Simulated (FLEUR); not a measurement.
**NiO: band structure with LDA (Wigner correlation)**

**What was measured.**

“Local correlations, non-local screening, multiplets, and band formation in NiO”, 2012, arxiv:1210.6675 quotes, for a bulk crystal of NiO: band gap 4.3 eV.

Crystal: NiO.

```
Ni O
1.0
     0.00000    2.08590    2.08590
     2.08590    0.00000    2.08590
     2.08590    2.08590    0.00000
Ni O
1 1
Direct
  0.00000 0.00000 0.00000
  0.50000 0.50000 0.50000
```

```yaml
Program: FLEUR MaX-R8.1 (patched build s14)
Task: band structure
Functional: LDA (Wigner correlation)
Potentials_or_basis: all-electron
Basis: FLAPW
Kmax: 4.43 1/bohr
k_mesh: 11 × 11 × 11
Occupations: gaussian, width 0.1 eV
Spin: collinear spin, random start
Starting_moments: "[-0.88, 0.0] μB"
inpgen_profile: fastHighL
Gmax: 13.7 1/bohr
Muffin-tin_radii: Ni 2.07, O 1.58 bohr
lmax: Ni 8, O 8
Local_orbitals_a_species: Ni 5, O 3
Max_iterations: 60
Mixing_factor: 0.05
Mixer: Anderson
Mixer_history: 15
Density_convergence: 1e-05 me/bohr^3
```

```
Band gap along the path                               : none (metal or under the smearing width)
Net moment                                            : 0.00 μB per cell
Valence electrons inside the program's atomic spheres : Ni 16.41; O 4.98 (radii Ni 2.07, O 1.58 bohr)
```

Levels at the corners of the path, in eV from the Fermi level:
Spin up:
| point | band 9 | band 10 | band 11 | band 12 | band 13 | band 14 | band 15 | band 16 |
| --- | --- | --- | --- | --- | --- | --- | --- | --- |
| Γ | -1.81 | -1.81 | -1.81 | -1.61 | -1.61 | 1.51 | 17.45 | 18.82 |
| X | -2.85 | -1.20 | -0.65 | -0.65 | -0.62 | 6.10 | 10.32 | 12.29 |
| W | -1.10 | -1.10 | -0.76 | -0.65 | 0.03 | 8.43 | 10.51 | 10.51 |
| K | -1.72 | -0.79 | -0.61 | -0.46 | 0.04 | 7.72 | 10.23 | 10.29 |
| Γ | -1.81 | -1.81 | -1.81 | -1.61 | -1.61 | 1.51 | 17.45 | 18.82 |
| L | -0.94 | -0.94 | -0.57 | 1.31 | 1.31 | 5.39 | 9.87 | 13.83 |
| U | -1.72 | -0.79 | -0.61 | -0.46 | 0.04 | 7.72 | 10.23 | 10.29 |
| W | -1.10 | -1.10 | -0.76 | -0.65 | 0.03 | 8.43 | 10.51 | 10.51 |
| L | -0.94 | -0.94 | -0.57 | 1.31 | 1.31 | 5.39 | 9.87 | 13.83 |
| K | -1.72 | -0.79 | -0.61 | -0.46 | 0.04 | 7.72 | 10.23 | 10.29 |
| U | -1.72 | -0.79 | -0.61 | -0.46 | 0.04 | 7.72 | 10.23 | 10.29 |
| X | -2.85 | -1.20 | -0.65 | -0.65 | -0.62 | 6.10 | 10.32 | 12.29 |
Spin down:
```
point  band 10  band 11  band 12  band 13  band 14  band 15
    Γ    -1.81    -1.81    -1.61    -1.61     1.51    17.45
    X    -1.20    -0.65    -0.65    -0.62     6.10    10.32
    W    -1.10    -0.76    -0.65     0.03     8.43    10.51
    K    -0.79    -0.61    -0.46     0.04     7.72    10.23
    Γ    -1.81    -1.81    -1.61    -1.61     1.51    17.45
    L    -0.94    -0.57     1.31     1.31     5.39     9.87
    U    -0.79    -0.61    -0.46     0.04     7.72    10.23
    W    -1.10    -0.76    -0.65     0.03     8.43    10.51
    L    -0.94    -0.57     1.31     1.31     5.39     9.87
    K    -0.79    -0.61    -0.46     0.04     7.72    10.23
    U    -0.79    -0.61    -0.46     0.04     7.72    10.23
    X    -1.20    -0.65    -0.65    -0.62     6.10    10.32
```

Core levels (eV from the Fermi level):
```tsv
atom	levels
1 Ni	1s1/2 -8184.0, 2s1/2 -970.6, 2p1/2 -846.6, 2p3/2 -829.2
2 O	1s1/2 -502.9
```

It took 23 s on 1 thread of AMD EPYC 7B13 (Zen 3) (shared host), peak memory 0.05 GiB.

Against the measured gap of NiO, 4.3 eV (quoted in “Local correlations, non-local screening, multiplets, and band formation in NiO”, 2012, arxiv:1210.6675), the calculated 0.00 eV is off by -4.30 eV. So large a miss can be the level of theory's own, or it may mean another phase, state or a wrong row. The value is that of LDA (Wigner correlation), without temperature or zero-point motion.

Caveat: with Gaussian smearing the program prints no entropy term, so the energy of a metal isn't a free energy; semilocal functionals often make such compounds metallic where correlation or magnetic order opens a gap, which also shifts bond lengths.
